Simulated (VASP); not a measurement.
Here is a VASP 6.6.1 calculation.

The input INCAR:

```
PREC     = Accurate       # precision mode
ENCUT    = 520            # plane-wave cutoff, eV
EDIFF    = 1E-7           # SCF threshold, eV
ISMEAR   = 0              # smearing method
SIGMA    = 0.025          # smearing width, eV
LREAL    = False          # projectors in reciprocal space
LASPH    = True           # aspherical terms in the spheres
NELM     = 150            # most SCF steps
ALGO     = Normal         # electronic algorithm
ISIF     = 2              # what is computed and relaxed
LWAVE    = False          # write WAVECAR
LCHARG   = False          # write CHGCAR
ISPIN    = 2              # spin polarisation
MAGMOM   = 1 0            # initial moments
LORBIT   = 11             # projections on sites
NUPDOWN  = 1.0            # fixed moment
GGA      = PE             # functional
NBANDS   = 21             # bands
```

KPOINTS

```
regular mesh
0
Gamma
  7 7 7
```

Contents of POSCAR:

```
TePb
1.0
    0.0000000000      3.2943690292      3.2943690292
    3.2943690292      0.0000000000      3.2943690292
    3.2943690292      3.2943690292      0.0000000000
Pb Te
1 1
Direct
    0.0000000000      0.0000000000      0.0000000000
    0.5000000000      0.5000000000      0.5000000000
```

Potentials or basis: VASP PAW PBE potentials, release 64 (Pb_d, Te).

Command:

```bash
$ cat potpaw_PBE.64/Pb_d/POTCAR potpaw_PBE.64/Te/POTCAR > POTCAR
$ mpirun -np 1 vasp_std > vasp.out
```

Q: Predict the pressure.

A: -0.1 GPa.

Caveat: this odd mesh misses L, where the gap lies, so gap, dielectric constants and Born charges aren't listed; the total moment is fixed, so each spin has its own Fermi level. Spin-orbit coupling is left out, which matters for the levels of Pb, Te.
